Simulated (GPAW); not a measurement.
The system is HfC.

```xyz
2
Lattice="0.0000 2.3250 2.3250 2.3250 0.0000 2.3250 2.3250 2.3250 0.0000" Properties=species:S:1:pos:R:3 pbc="T T T"
Hf    2.3250    2.3250    2.3250
C     0.0000    0.0000    0.0000
```

Base run:

| Quantity | Value |
| --- | --- |
| Program | GPAW 26.7.0 |
| Functional | BLYP |
| Potentials or basis | PAW data sets generated in the run's folder for this functional |
| Cutoff | 800 eV |
| Basis | pw |
| k mesh | 10 × 10 × 10 |
| Occupations | fermi-dirac, width 0.05 eV |
| Spin | no spin polarisation |

Its results: pressure 7.5 GPa.

Question: The run is repeated on the same cell with these changes: functional from BLYP to r2SCAN; potentials or basis from PAW data sets generated in the run's folder for this functional to GPAW PAW data sets (gpaw-data 1.2.1). What comes out?

Answer: Pressure -0.2 GPa.

Caveats: the PAW data sets were made with another functional, which shifts forces and pressure a little (some runs).
